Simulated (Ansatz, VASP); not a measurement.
Two plane-wave programs on GaN

```xyz
2
Lattice="0.0000 2.2920 2.2920 2.2920 0.0000 2.2920 2.2920 2.2920 0.0000" Properties=species:S:1:pos:R:3 pbc="T T T"
Ga    0.0000    0.0000    0.0000
N     3.4380    3.4380    3.4380
```

Alike in both runs: functional RPBE; k mesh 8 × 8 × 8; no spin polarisation.

Ansatz relaxed the structure, and its values are those at the end. VASP's run is a single point on that final structure, the one shown.

|  | VASP | Ansatz |
| --- | --- | --- |
| version | VASP 6.6.1 | Ansatz 0.2.0 |
| potentials or method | VASP PAW PBE potentials, release 64 (Ga_d, N) | plane waves, PAW |
| plane-wave cutoff (eV) | 520 | 470 |
| occupations | gaussian, width 0.01 eV | fixed |
| valence electrons in the cell | 18 | 18 |

Ansatz gave:

```
pressure (GPa) : 0.0
```

**Question.** Which values does VASP return?

**Answer.** Pressure (GPa): -0.1.

Caveats: the PAW data sets were made with another functional, which shifts forces and pressure a little (VASP).
